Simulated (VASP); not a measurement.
# BN (Pnma) in VASP: further runs

One crystal, BN, is run at these levels: LDA; tasks: single point.

Program: VASP 6.6.1. These are calculated values, not measurements. Logs are shortened: lines on timing, memory, paths and dates and some standing lists are left out, and cuts for length are marked.

## 1. The undisturbed crystal

Symmetry: Pnma, No. 62, orthorhombic system. The conventional cell has a = 4.880 Å, b = 2.591 Å, c = 4.292 Å, α = 90.00°, β = 90.00°, γ = 90.00°. N (site symmetry m) is surrounded by 4 B at 1.51 to 1.65 Å. Around B (site symmetry m) lie 4 N at 1.51 to 1.65 Å.

Measurements of this composition are mostly on another form, of space group No. 194.

## 2. Single point, LDA

The input, INCAR:

```
PREC = Accurate
ENCUT = 460
EDIFF = 1E-7
ISMEAR = 0
SIGMA = 0.05
LREAL = False
LASPH = True
NELM = 100
ALGO = Normal
ISIF = 2
LWAVE = False
LCHARG = False
NBANDS = 26
ADDGRID = False
```

The input, KPOINTS:

```
Automatic mesh
0
Gamma
  1 2 2
```

The input, POSCAR:

```
BN
1.0
    4.8800890000      0.0000000000      0.0000000000
    0.0000000000      2.5914640000      0.0000000000
    0.0000000000      0.0000000000      4.2920490000
N B
4 4
Direct
    0.3126810000      0.7789050000      0.1007580000
    0.6862050000      0.2199960000      0.9104900000
    0.1885540000      0.2516410000      0.5901280000
    0.8143530000      0.7609560000      0.4059790000
    0.3484130000      0.2497860000      0.9057480000
    0.1724810000      0.7260260000      0.4021060000
    0.8489350000      0.2255820000      0.5905950000
    0.6397780000      0.7695720000      0.0911510000
```

Potentials or basis: VASP PAW LDA potentials, release 64 (N, B).

Command:

```bash
cat potpaw_LDA.64/N/POTCAR potpaw_LDA.64/B/POTCAR > POTCAR
mpirun -np 1 vasp_std > vasp.out
```

OUTCAR:

```text
PREC = Accurate
   ENCUT = 460
   EDIFF = 1E-7
   ISMEAR = 0
   LREAL = False
   LASPH = True
   NELM = 100
   ISIF = 2

 Found      4 irreducible k-points:

 Following reciprocal coordinates:
            Coordinates               Weight
  0.000000  0.000000  0.000000      1.000000
  0.000000  0.500000  0.000000      1.000000
  0.000000  0.000000  0.500000      1.000000
  0.000000  0.500000  0.500000      1.000000
   k-points           NKPTS =      4   k-points in BZ     NKDIM =      4   number of bands    NBANDS=     26
   number of dos      NEDOS =    301   number of ions     NIONS =      8
   total plane-waves  NPLWV =  19440
   dimension x,y,z NGX =    36 NGY =   18 NGZ =   30
   dimension x,y,z NGXF=    72 NGYF=   36 NGZF=   60
   ions per type =               4   4
   NGX,Y,Z   is equivalent  to a cutoff of  12.26, 11.55, 11.62 a.u.
   NGXF,Y,Z  is equivalent  to a cutoff of  24.53, 23.09, 23.24 a.u.
 SYSTEM =  unknown system
   PREC   = accura    normal or accurate (medium, high low for compatibility)
   ISTART =      0    job   : 0-new  1-cont  2-samecut
   ICHARG =      2    charge: 1-file 2-atom 10-const
   ISPIN  =      1    spin polarized calculation?
   LNONCOLLINEAR =      F non collinear calculations
   LSORBIT =      F    spin-orbit coupling
   LASPH  =      T    aspherical Exc in radial PAW
   ENCUT  =  460.0 eV  33.81 Ry    5.81 a.u.   8.53  4.53  7.51*2*pi/ulx,y,z
   NELM   =    100;   NELMIN=  2; NELMDL= -5     # of ELM steps
   EDIFF  = 0.1E-06   stopping-criterion for ELM
   LREAL  =      F    real-space projection
   EDIFFG = 0.1E-05   stopping-criterion for IOM
   NSW    =      0    number of steps for IOM
   IBRION =     -1    ionic relax: 0-MD 1-quasi-New 2-CG
   NFREE  =      0    steps in history (QN), initial steepest desc. (CG)
   ISIF   =      2    stress and relaxation
   ISYM   =      2    0-nonsym 1-usesym 2-fastsym
   POTIM  = 0.5000    time-step for ionic-motion
   TEBEG  =    0.0;   TEEND  =   0.0 temperature during run
   PSTRESS=    0.0 pullay stress
   NELECT =      32.0000    total number of electrons
   NUPDOWN=      -1.0000    fix difference up-down
   EMIN   =  10.00;   EMAX   =-10.00  energy-range for DOS
   EFERMI =   0.00;   METHOD = LEGACY
   ISMEAR =     0;   SIGMA  =   0.05  broadening in eV -4-tet -1-fermi 0-gaus
   EFERMI_NEDOS =   21; number of points for ismear=-14 and -15
   IALGO  =     38    algorithm
   IMIX   =      4    mixing-type and parameters
     AMIX     =   0.40;   BMIX     =  1.00
     AMIX_MAG =   1.60;   BMIX_MAG =  1.00
  volume/ion in A,a.u.               =       6.78        45.79
  Fermi-wavevector in a.u.,A,eV,Ry     =   1.372711  2.594047 25.637923  1.884334
  Thomas-Fermi vector in A             =   2.498293
   LORBIT       =      0    0 simple, 1 ext, 2 COOP (PROOUT), +10 PAW based schemes
   GGA     = CA    functional components
   LHFCALC =     F    Hartree Fock is set to
   AEXX    =    0.0000 exact exchange contribution
   IVDW    =     0    specifies the selected vdW correction
   LEPSILON=     F    determine dielectric tensor
   LRPA    =     F    only Hartree local field effects (RPA)
 non-spin polarized calculation
 Gauss-broadening in eV      SIGMA  =   0.05
  energy-cutoff  :      460.00
  volume of cell :       54.28
 maximum number of plane-waves:      1239
 NGX is ok and might be reduce to    36
   NGX = 17   NGY =  9   NGZ = 15

 number of electron      31.9999997 magnetization

 Free energy of the ion-electron system (eV)
  ---------------------------------------------------
  ext. energy  EPLUGINS =         0.00000000
  ---------------------------------------------------
  free energy    TOTEN  =       -73.43828279 eV

  energy without entropy =      -73.43828279  energy(sigma->0) =      -73.43828279

 E-fermi :   6.0011     XC(G=0): -12.1680

 val. band max:        5.7146655377   @ k =   0.0000   0.0000   0.0000
 cond. band min:      11.1466225454   @ k =   0.0000   0.0000   0.5000
 fundamental gap:      5.4319570076
 Fermi energy:         6.0010522543

 k-point     1 :       0.0000    0.0000    0.0000
  band No.  band energies     occupation
      1     -13.9749      2.00000
      2     -11.3324      2.00000
      3     -10.3456      2.00000
      4      -8.2912      2.00000
      5      -3.1729      2.00000
      6      -2.8228      2.00000
[... 18 lines left out ...]
     25      16.6391      0.00000
     26      17.6568      0.00000

 k-point     2 :       0.0000    0.5000    0.0000
  band No.  band energies     occupation
      1     -10.8875      2.00000
      2     -10.1516      2.00000
      3      -9.1298      2.00000
      4      -8.8888      2.00000
      5      -3.3696      2.00000
      6      -3.2334      2.00000
[... 18 lines left out ...]
     25      18.5258      0.00000
     26      19.1459      0.00000

 k-point     3 :       0.0000    0.0000    0.5000
  band No.  band energies     occupation
      1     -13.1535      2.00000
      2     -12.6002      2.00000
      3      -9.5363      2.00000
      4      -9.1578      2.00000
      5      -3.9675      2.00000
      6      -3.7606      2.00000
[... 18 lines left out ...]
     25      16.9898      0.00000
     26      17.4928      0.00000

 k-point     4 :       0.0000    0.5000    0.5000
  band No.  band energies     occupation
      1     -10.5367      2.00000
      2      -9.9252      2.00000
      3      -9.4048      2.00000
      4      -9.0488      2.00000
      5      -3.9103      2.00000
      6      -3.6951      2.00000
[... 18 lines left out ...]
     25      17.3523      0.00000
     26      17.5039      0.00000

------------------------ aborting loop because EDIFF is reached ----------------------------------------

  FORCE on cell =-STRESS in cart. coord.  units (eV):
  Direction    XX          YY          ZZ          XY          YZ          ZX
  --------------------------------------------------------------------------------------
  -------------------------------------------------------------------------------------
  Total      -10.1192150      3.0484271      1.2614515      1.0561949     -2.5719057     -0.5801204
  in kB     -298.6894001     89.9805838     37.2343299     31.1757604    -75.9150762    -17.1234439
  external PRESSURE =     -57.1581621 kB  Pullay stress =       0.0000000 kB

 VOLUME and BASIS-vectors are now :
 -----------------------------------------------------------------------------
  energy-cutoff  :      460.00
  volume of cell :       54.28
      direct lattice vectors                 reciprocal lattice vectors
     4.880089000  0.000000000  0.000000000     0.204914296  0.000000000  0.000000000
     0.000000000  2.591464000  0.000000000     0.000000000  0.385882266  0.000000000
     0.000000000  0.000000000  4.292049000     0.000000000  0.000000000  0.232988952

 POSITION                                       TOTAL-FORCE (eV/Angst)
 -----------------------------------------------------------------------------------
      1.52591      2.01850      0.43246         1.404982     -2.391778     -2.063247
      3.34874      0.57011      3.90787        -1.017899      3.618227     -1.049705
      0.92016      0.65212      2.53286         0.043219     -1.541798      0.371300
      3.97412      1.97199      1.74248         0.354796     -2.640886      0.139702
      1.70029      0.64731      3.88751        -1.191507      1.586553     -0.223847
      0.84172      1.88147      1.72586        -0.863428      2.287825      1.176292
      4.14288      0.58459      2.53486        -1.068330      2.359288      0.189054
      3.12217      1.99432      0.39122         2.338167     -3.277431      1.460451
 -----------------------------------------------------------------------------------
    total drift:                                0.000117     -0.000131     -0.000013

  FREE ENERGIE OF THE ION-ELECTRON SYSTEM (eV)
  ---------------------------------------------------
  free  energy   TOTEN  =       -73.4382827911 eV

  energy  without entropy=      -73.4382827911  energy(sigma->0) =      -73.43828279
```

It took 7.1 s on 1 thread of Intel Xeon Platinum 8259CL at 2.50GHz (Skylake/Cascade Lake), shared host; peak memory 0.12 GiB.

These settings aren't checked as converged: the numbers below hold their error.

What came out:

```
Free energy            : -73.4383 eV
Pressure               : -5.7 GPa
Largest force          : 4.283 eV/Å
Band gap on the k mesh : 5.43 eV, indirect (least direct gap 6.23 eV)
```

Caveat: the k mesh is coarse (spacing up to 1.29 Å⁻¹), so the values aren't converged; the cutoff is under 1.25 times the usual one of these potentials, so pressure, stress and relaxed cells hold a basis-set (Pulay) error; an odd mesh through Γ misses points on the zone boundary, where band edges often lie.

## 3. Single point, LDA

Edit INCAR of step 2 so:

```diff
@@ -1,3 +1,3 @@
 PREC = Accurate
-ENCUT = 460
+ENCUT = 650
 EDIFF = 1E-7
```

KPOINTS is that of step 2.

POSCAR is that of step 2.

Potentials or basis: VASP PAW LDA potentials, release 64 (N, B).

Command:

```bash
cat potpaw_LDA.64/N/POTCAR potpaw_LDA.64/B/POTCAR > POTCAR
mpirun -np 1 vasp_std > vasp.out
```

Run time: 7.9 s. Hardware: 1 thread of Intel Xeon Platinum 8259CL at 2.50GHz (Skylake/Cascade Lake), shared host; peak memory 0.15 GiB.

These settings aren't checked as converged: the numbers below hold their error.

Results:

```
Free energy            : -73.4468 eV
Pressure               : -5.2 GPa
Largest force          : 4.278 eV/Å
Band gap on the k mesh : 5.43 eV, indirect (least direct gap 6.23 eV)
```

Caveat: the k mesh is coarse (spacing up to 1.29 Å⁻¹), so the values aren't converged; an odd mesh through Γ misses points on the zone boundary, where band edges often lie.
